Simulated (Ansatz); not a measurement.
The system is GaAs.

```
CELL_PARAMETERS angstrom
0.00000 2.82685 2.82685
2.82685 0.00000 2.82685
2.82685 2.82685 0.00000
ATOMIC_POSITIONS crystal
As 0.75000 0.75000 0.75000
Ga 0.00000 0.00000 0.00000
```

Base run:

```yaml
Program: Ansatz 0.2.0
Functional: revPBE
Potentials_or_basis: Ansatz PAW
Cutoff: "420 eV (not typed: the program's choice for these potentials)"
k_mesh: 8 × 8 × 8
Occupations: fermi-dirac, width 0.05 eV
Spin: no spin polarisation
```

Its results: band gap on the k mesh 0.61 eV, direct; pressure 4.7 GPa.

Question: The run is repeated on the same cell with these changes: functional from revPBE to LDA. What comes out?

Answer: Band gap on the k mesh 0.28 eV, direct; pressure -1.9 GPa.

LDA binds more tightly than revPBE, so the same cell stands under less pressure.

Caveats: the PAW data sets come from PBE, with cores solved anew for the run's functional, which leaves a small shift of forces and pressure.
